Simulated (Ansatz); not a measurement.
A plane-wave DFT run in Ansatz 0.2.0 (scalar-relativistic PAW potentials unless the input names others): input and command.

```yaml
crystal:
  lattice:
    - [0.0, 2.94065, 2.94065]
    - [2.94065, 0.0, 2.94065]
    - [2.94065, 2.94065, 0.0]
  atoms:
    - { symbol: In, position: [0.0, 0.0, 0.0] }
    - { symbol: P, position: [0.5, 0.5, 0.5] }
basis:
  ecutwfc: 420
kpoints:
  mp_grid: { grid: [14, 14, 14] }
hamiltonian:
  xc: pbesol
  hubbard: { sites: [{ species: In, l: f, u_eff: 4.0 }] }
scf:
  occupations: { method: gaussian, width: 0.15 }
  max_iter: 80
output:
  forces: true
  eigenvalues: true
  stress: true
```

```bash
ansatz run input.yaml --threads 1 --pin off --max-ram 2560MiB --backend cpu --events-out ev --progress --plain --runs-dir out
```

What will the program do with this input?

The program refuses it, because of a U on a shell that isn't there (hamiltonian.hubbard: not typed → {"sites": [{"species": "In", "l": "f", "u_eff": 4.0}]}). Without that key it is accepted.

Abridged log:
```
Error: inconsistent input (hamiltonian.hubbard.sites[].l, hamiltonian.hubbard.sites[].shell): the file of In doesn't list 4f, and it can't be added: PBE doesn't bind the shell 4f of the free atom, whose level lies at +1.00 eV. Type an atom or ion with it (hamiltonian.pseudopotentials.projection_atoms), take another file or name another shell
```

Cost: 1 run of about 0.011 core-minutes, on Intel Xeon Processor @ 2.50GHz (Skylake/Cascade Lake) (shared hosts).